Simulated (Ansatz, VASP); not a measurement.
One calculation of SiC, two programs

```
Si C
1.0
     3.07534    0.00000    0.00000
    -1.53767    2.66332    0.00000
     0.00000    0.00000    5.04822
Si C
2 2
Direct
  0.33333 0.66667 0.00460
  0.66667 0.33333 0.50460
  0.33333 0.66667 0.38040
  0.66667 0.33333 0.88040
```

Alike in both runs: functional r2SCAN; k mesh 12 × 12 × 6; occupations fermi-dirac, width 0.05 eV; no spin polarisation.

Ansatz relaxed the structure, and its values are those at the end. VASP's run is a single point on that final structure, the one shown.

|  | VASP | Ansatz |
| --- | --- | --- |
| version | VASP 6.6.1 | Ansatz 0.2.0 |
| potentials or method | VASP PAW PBE potentials, release 64 (Si, C) | PAW with Ansatz's default frozen-core files, scalar-relativistic |
| plane-wave cutoff (eV) | 520 | 500 |
| valence electrons in the cell | 16 | 16 |

```tsv
	VASP	Ansatz	Ansatz less VASP
pressure (GPa)	-0.2	0.0	+0.18
```

Caveats: the PAW data sets were made with another functional, which shifts forces and pressure a little (VASP). A k mesh can miss the band edges.
